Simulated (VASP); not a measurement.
A VASP 6.6.1 single-point calculation on NaH

INCAR

```
LASPH = .TRUE.
LWAVE = .FALSE.
PREC = Accurate
ISMEAR = -5
LREAL = .FALSE.
IBRION = -1
NBANDS = 11
ENCUT = 520
NSW = 0
NELM = 120
GGA = PE
EDIFF = 1E-6
SIGMA = 0.5
ISIF = 2
LCHARG = .FALSE.
```

KPOINTS

```
KPOINTS created by Atomic Simulation Environment
0
Gamma
8 8 8
0 0 0
```

POSCAR

```
Na H
 1.0000000000000000
     0.0000000000000000    2.5969210544000001    2.5969210544000001
     2.7433874019000002    0.0000000000000000    2.5969210544000001
     2.7433874019000002    2.5969210544000001    0.0000000000000000
 Na  H
   1   1
Cartesian
  0.0000000000000000  0.0000000000000000  0.0000000000000000
  1.3716937009500001  1.2984605272000000  1.2984605272000000
```

The recommended PBE PAW datasets give the neutral cell 8 valence electrons.

Command

```
mpirun -np 1 vasp_std
```

OSZICAR

```
N       E                     dE             d eps       ncg     rms          rms(c)
DAV:   1     0.365083005624E+02    0.36508E+02   -0.44385E+03  1307   0.669E+02
DAV:   2    -0.415577824530E+01   -0.40664E+02   -0.40218E+02  1352   0.187E+02
DAV:   3    -0.551747533333E+01   -0.13617E+01   -0.13599E+01  1570   0.334E+01
DAV:   4    -0.552856369570E+01   -0.11088E-01   -0.11088E-01  1486   0.310E+00
DAV:   5    -0.552869200168E+01   -0.12831E-03   -0.12830E-03  1499   0.338E-01    0.349E+00
DAV:   6    -0.507689303567E+01    0.45180E+00   -0.50169E-01  1676   0.255E+00    0.155E+00
DAV:   7    -0.497316868535E+01    0.10372E+00   -0.45040E-01  1519   0.204E+00    0.422E-01
DAV:   8    -0.498577721447E+01   -0.12609E-01   -0.23991E-02  1346   0.989E-01    0.107E-01
DAV:   9    -0.498587056568E+01   -0.93351E-04   -0.27352E-03  1507   0.384E-01    0.243E-02
DAV:  10    -0.498587034050E+01    0.22517E-06   -0.12226E-04  1436   0.835E-02    0.779E-03
DAV:  11    -0.498590165965E+01   -0.31319E-04   -0.54691E-05  1418   0.278E-02    0.896E-03
DAV:  12    -0.498590061985E+01    0.10398E-05   -0.53859E-06  1514   0.843E-03    0.812E-04
DAV:  13    -0.498590069147E+01   -0.71628E-07   -0.26038E-07  1014   0.282E-03
   1 F= -.49859007E+01 E0= -.49859007E+01  d E =0.000000E+00
```

From OUTCAR

```
k-points           NKPTS =     59   k-points in BZ     NKDIM =     59   number of bands    NBANDS=     11

   NELECT =       8.0000    total number of electrons

   dimension x,y,z NGX =    28 NGY =   28 NGZ =   28
   dimension x,y,z NGXF=    56 NGYF=   56 NGZF=   56

  energy-cutoff  :      520.00
  volume of cell :       37.00
      direct lattice vectors                 reciprocal lattice vectors
     0.000000000  2.596921054  2.596921054    -0.182256432  0.192535695  0.192535695
     2.743387402  0.000000000  2.596921054     0.182256432 -0.192535695  0.192535695
     2.743387402  2.596921054  0.000000000     0.182256432  0.192535695 -0.192535695

 k-points in reciprocal lattice and weights: KPOINTS created by Atomic Simulation Env
   0.00000000  0.00000000  0.00000000       0.002
   0.12500000 -0.00000000 -0.00000000       0.016
   0.25000000 -0.00000000 -0.00000000       0.016
   0.37500000 -0.00000000 -0.00000000       0.016
   0.50000000 -0.00000000 -0.00000000       0.008
   0.12500000  0.12500000  0.00000000       0.008
   0.25000000  0.12500000 -0.00000000       0.031
   0.37500000  0.12500000 -0.00000000       0.031
   ...

 E-fermi :  -1.9364

 k-point     1 :       0.0000    0.0000    0.0000
  band No.  band energies     occupation
      1     -24.1267      2.00000
      2     -24.1267      2.00000
      3     -24.1177      2.00000
      4      -4.7301      2.00000
      5       5.9028      0.00000
      6      10.9220      0.00000
      7      11.0354      0.00000
      8      11.0354      0.00000
      9      13.4625      0.00000
     10      13.4754      0.00000
     11      13.4754      0.00000

 k-point     2 :       0.1250   -0.0000   -0.0000
  band No.  band energies     occupation
      1     -24.1316      2.00000
      2     -24.1273      2.00000
      3     -24.1196      2.00000
      4      -4.5221      2.00000
      5       5.2791      0.00000
      6      10.1391      0.00000
      7      10.6358      0.00000
      8      10.8322      0.00000
      9      13.7758      0.00000
     10      14.0545      0.00000
     11      14.1469      0.00000

 k-point     3 :       0.2500   -0.0000   -0.0000
  band No.  band energies     occupation
      1     -24.1446      2.00000
      2     -24.1286      2.00000
      3     -24.1227      2.00000
      4      -3.9383      2.00000
      5       3.8125      0.00000
      6       9.0554      0.00000
      7      10.1779      0.00000
      8      10.5848      0.00000
      9      12.5854      0.00000
     10      13.7366      0.00000
     11      14.4687      0.00000

 k-point     4 :       0.3750   -0.0000   -0.0000
  band No.  band energies     occupation
      1     -24.1581      2.00000
      2     -24.1299      2.00000
      3     -24.1253      2.00000
      4      -3.1515      2.00000
      5       2.2745      0.00000
      6       8.4248      0.00000
      7       9.9242      0.00000
      8      10.5509      0.00000
      9      11.7135      0.00000
     10      12.5856      0.00000
     11      13.6204      0.00000

 k-point     5 :       0.5000   -0.0000   -0.0000
  band No.  band energies     occupation
      1     -24.1637      2.00000
      2     -24.1305      2.00000
      3     -24.1263      2.00000
      4      -2.6975      2.00000
      5       1.5399      0.00000
      6       8.2265      0.00000
      7       9.8561      0.00000
      8      10.6163      0.00000
      9      11.4088      0.00000
     10      12.1113      0.00000
     11      13.2629      0.00000

 ...

  Total       -0.2302662     -0.1291751     -0.1291751      0.0000000      0.0000000      0.0000000
  in kB       -9.9702526     -5.5931294     -5.5931294      0.0000000      0.0000000      0.0000000
  external PRESSURE =      -7.0521705 kB  Pullay stress =       0.0000000 kB

 POSITION                                       TOTAL-FORCE (eV/Angst)
 -----------------------------------------------------------------------------------
      0.00000      0.00000      0.00000        -0.000000     -0.000000     -0.000000
      1.37169      1.29846      1.29846         0.000000      0.000000      0.000000
 -----------------------------------------------------------------------------------
    total drift:                                0.000003      0.000001      0.000001

  FREE ENERGIE OF THE ION-ELECTRON SYSTEM (eV)
  ---------------------------------------------------
  free  energy   TOTEN  =        -4.9859006915 eV

  energy  without entropy=       -4.9859006915  energy(sigma->0) =       -4.98590069
```

It converged. Results: gap between bands v and c on the k mesh 3.51 eV; least direct gap on the k mesh 4.24 eV; pressure -0.7 GPa. Band v is the last that the valence electrons fill when counted band by band, and c is the next.

For comparison, a separate PBE run of the intended cell, on usual settings and not on those above, gives a gap of 3.51 eV on its mesh and a pressure of -0.7 GPa.

The run above took about 8.2 s on one core of a shared host (Intel Xeon 6975P-C) and held 0.16 GiB at most.
